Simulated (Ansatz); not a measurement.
Crystal: Ge.

```xyz
2
Lattice="-2.5745 2.5745 1.3974 2.5745 -2.5745 1.3974 2.5745 2.5745 -1.3974" Properties=species:S:1:pos:R:3 pbc="T T T"
Ge    0.0000    0.0000    1.3974
Ge    2.5745    0.0000    0.6987
```

This isn't the form of Ge at room conditions, which is diamond.

| Quantity | Value |
| --- | --- |
| Program | Ansatz 0.2.0 |
| Task | relaxation of cell and atoms |
| Functional | B3LYP |
| Potentials or basis | Ansatz PAW |
| Cutoff | 420 eV (not typed: the program's choice for these potentials) |
| k mesh | 6 × 6 × 6 |
| Occupations | fermi-dirac, width 0.05 eV |
| Spin | no spin polarisation |

At the start: volume 18.52 Å³/atom.

**Question.** Where does the relaxation end?

**Answer.** It ends after 5 steps and the volume is 20.01 Å³/atom (+8.0 %); space group I4_1/amd (No. 141, to 0.05 Å).

The path:
```tsv
step	energy change (eV)	largest force (eV/Å)	volume (Å³)
1	0.0000	0.0000	37.05
2	-0.0465	0.0000	40.60
3	-0.0482	0.0000	40.09
4	-0.0483	0.0000	40.01
5	-0.0490	0.0000	40.01
```

Final structure:
```
Ge
1.0
    -2.63962    2.63962    1.43563
     2.63962   -2.63962    1.43563
     2.63962    2.63962   -1.43563
Ge
2
Direct
  0.50000 0.50000 0.00000
  0.25000 0.75000 0.50000
```

Caveat: the k mesh is coarse (spacing up to 0.43 Å⁻¹), so the values aren't converged, least of all with exact exchange; the plane-wave basis is chosen anew once the cell has moved, so the energies of steps on either side of that aren't comparable; the PAW data sets come from PBE, with cores solved anew for the run's functional, which leaves a small shift of forces and pressure.
